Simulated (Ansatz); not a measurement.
**How far is PAW off for Zr?**

```xyz
2
Lattice="3.2392 -0.0648 -0.0648 -1.6757 2.8376 -0.0237 -0.1034 -0.1034 5.1722" Properties=species:S:1:pos:R:3 pbc="T T T"
Zr   -0.0633    1.8443    1.2557
Zr    1.5233    0.8251    3.8281
```

Atoms are numbered in the order listed.

The cell is the one relaxed in the Materials Project (mp-131), not relaxed further here; entries there can be hypothetical. The listed cell was then made from it by scaling, straining or moving an atom.

Methods: DFT, PBE, PAW with Ansatz's default frozen-core files, scalar-relativistic (Ansatz 0.2.0); DFT, PBE, all-electron PAW with datasets made for the crystal, scalar-relativistic (Ansatz 0.2.0); DFT, PBE, all-electron LAPW, scalar-relativistic (Ansatz 0.2.0).

For PAW: a Γ-centred 12×12×7 k mesh, Fermi–Dirac smearing of 0.05 eV, cutoff 420 eV, no spin polarisation. The crystal-made all-electron datasets (AE datasets) take a cutoff of 240 eV at this cell. LAPW targets a basis error of 1 meV/atom. The Ansatz runs share mesh, smearing and spin set-up. Plane-wave (PAW) pressures include the program's estimate of the Pulay term.

Stress and pressure are positive in compression.

The change that made this cell: equal xy, yz and zx engineering shear strains of -4 %.

No spin–orbit coupling: at heavy atoms the gradients can be off by tens of per cent for that reason.

In a metal, gradients converge slowly with the k mesh: the values move by tens of per cent from one mesh to another, at times in sign, so only the comparison on one mesh counts.

```csv
quantity,PAW,AE datasets,LAPW
pressure (GPa),-0.35,-0.32,-0.32
stress xx (GPa),-0.48,-0.46,-0.46
stress yy (GPa),-0.38,-0.35,-0.35
stress zz (GPa),-0.18,-0.16,-0.16
stress yz (GPa),1.15,1.15,1.15
stress xz (GPa),1.18,1.18,1.18
stress xy (GPa),1.94,1.94,1.94
"force on Zr1, x (eV/Å)",0.081,0.081,0.081
field gradient Vzz at Zr1 (10²¹ V/m²),4.27,4.25,–
```

PAW's pressure differs from the LAPW value by -0.02 GPa.
